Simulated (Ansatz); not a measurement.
Calculated field gradients at the nuclei for IrO2

The cell is a structure deposited in the COD whose atoms were relaxed with PBE, the cell held.

Space group P4_2/mnm (No. 136); a = 4.4990, c = 3.1460 Å.

| site | Wyckoff | site symmetry | x | y | z |
| --- | --- | --- | --- | --- | --- |
| Ir | 2a | m.mm | 0.0000 | 0.0000 | 0.0000 |
| O | 4f | m.2m | 0.3079 | 0.3079 | 0.0000 |

One atom of each set is listed.

Level of theory: DFT, PBE, plane waves and PAW, with spin–orbit coupling, 420 eV cutoff, Γ-centred 10×10×15 k-points, Fermi–Dirac smearing 0.05 eV (Ansatz 0.2.0). Start moments as typed (μB): 1 on each Ir, none on the rest.

V_zz is the principal component of the electric field gradient with the largest magnitude, η = (V_xx − V_yy)/V_zz and C_Q = eQV_zz/h. ν_Q = 3|C_Q|/[2I(2I − 1)].

Ir-191: I = 3/2, Q = 816.0 mb; ¹⁷O: I = 5/2, Q = -25.58 mb. Q values from Pyykkö, Mol. Phys. 116, 1328 (2018).

Q: Which values are expected at the nuclei?

A: 

```json
{"site": "Ir", "atoms": "2", "first shell": "6 O at 1.96–1.99 Å", "C_Q (MHz)": "-234", "η": "0.66", "ν_Q (MHz)": "117"}
{"site": "O", "atoms": "4", "first shell": "3 Ir at 1.96–1.99 Å", "C_Q (MHz)": "6.10", "η": "0.19", "ν_Q (MHz)": "0.915"}
```

At O V_zz stands upright on the plane through its three neighbours (within 1°).

At this cell the PBE pressure is 9 GPa, so with PBE the cell would grow if it were relaxed. With no gap above 0.1 eV, as in a metal, the gradients converge slowly in k; expect changes of a tenth or more on a denser mesh. Semilocal functionals can leave a metal where correlation in the d or f shell opens a gap in the real compound, and that would change the values at and beside Ir.

The run took 2.4 min of wall time (2.4 min of CPU time) and 1.4 GiB at its peak, on 1 thread of Intel Xeon 6975P-C (Granite Rapids) (x86_64; 16 cores open to the job, memory cap 3.0 GiB, no GPU), a shared host with a load of 0.1 a core.
